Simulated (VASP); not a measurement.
# Settings for P: free atom by spin multiplicity

P, atom in box, 1 atom in the cell. RPBE, fixed spin multiplicity; PAW potentials P (PBE set). VASP 6.6.1.

Wanted: energy of the lowest multiplicity within 0.01 eV.

POSCAR:
```
P
1.0
   10.0000000000      0.0000000000      0.0000000000
    0.0000000000     10.3000000000      0.0000000000
    0.0000000000      0.0000000000     10.6000000000
P
1
Direct
    0.5000000000      0.5000000000      0.5000000000
```

The series start from Electronic algorithm: All; Smearing width (eV): 0.002; Cutoff (eV): 430; Vacuum (Å): 10. Each series keeps the choices made before it, and each single choice may use up half of a tolerance. Times cover all steps of a run.

## Electronic algorithm

| Electronic algorithm | Energy of the lowest multiplicity (eV) | Time (s) |
|---|---|---|
| All | -1.930 | 92 |
| Normal | -1.930 | 107 |
| Damped | -1.930 | 92 |
| Fast | -1.930 | 92 |

Chosen: All; no other choice that stays within half of the tolerance saves 30 % of the time.

## Smearing width (eV)

| Smearing width (eV) | Energy of the lowest multiplicity (eV) | Time (s) |
|---|---|---|
| 0.1 | -1.930 | 78 |
| 0.05 | -1.930 | 83 |
| 0.01 | -1.930 | 74 |
| 0.002 (reference) | -1.930 | 92 |

Chosen: 0.1, the loosest value from which every tighter one stays within half of the tolerance.

## Cutoff (eV)

| Cutoff (eV) | Energy of the lowest multiplicity (eV) | Time (s) |
|---|---|---|
| 300 | -1.931 | 54 |
| 360 | -1.930 | 59 |
| 430 | -1.930 | 78 |
| 520 | -1.931 | 107 |
| 700 (reference) | -1.931 | 162 |

Chosen: 300.

## Vacuum (Å)

| Vacuum (Å) | Energy of the lowest multiplicity (eV) | Time (s) |
|---|---|---|
| 6 | -1.838 | 14 |
| 8 | -1.924 | 25 |
| 10 | -1.931 | 54 |
| 12 | -1.931 | 79 |
| 15 (reference) | -1.931 | 171 |

Chosen: 10.

## All choices together

| Input | Energy of the lowest multiplicity (eV) | Time (s) |
|---|---|---|
| symmetry, with default smearing, cutoff, precision and algorithm (naive) | -1.919 | 17 |
| chosen settings | -1.931 | 54 |
| reference settings throughout | -1.931 | 548 |

The tolerance is met.

## The input

INCAR.step1:
```
ALGO = All
EDIFF = 1E-5
ENCUT = 300
GGA = RP
ISMEAR = 0
ISPIN = 2
ISYM = 0
LASPH = True
LCHARG = False
LMAXMIX = 4
LORBIT = 11
LREAL = False
LWAVE = False
MAGMOM = 1
NBANDS = 12
NELM = 70
NUPDOWN = 1
PREC = Accurate
SIGMA = 0.1
```

INCAR.step2, as INCAR.step1 but for:
```
- MAGMOM = 1
- NUPDOWN = 1
+ MAGMOM = 3
+ NUPDOWN = 3
```

INCAR.step3 changes the same tags again: MAGMOM = 5; NUPDOWN = 5.

KPOINTS:
```
k-points
0
Gamma
  1 1 1
```

Commands (each step's output is kept before the next begins):
```
cat potpaw_PBE.64/P/POTCAR > POTCAR
cp INCAR.step1 INCAR
mpirun -np 4 vasp_gam > vasp.out
rm WAVECAR CHG
cp INCAR.step2 INCAR
mpirun -np 4 vasp_gam > vasp.out
rm WAVECAR CHG
cp INCAR.step3 INCAR
mpirun -np 4 vasp_gam > vasp.out
```

The chosen input took VASP 6.6.1 54 s on 4 cores (Intel Xeon 6975P-C (Granite Rapids)), a shared host.
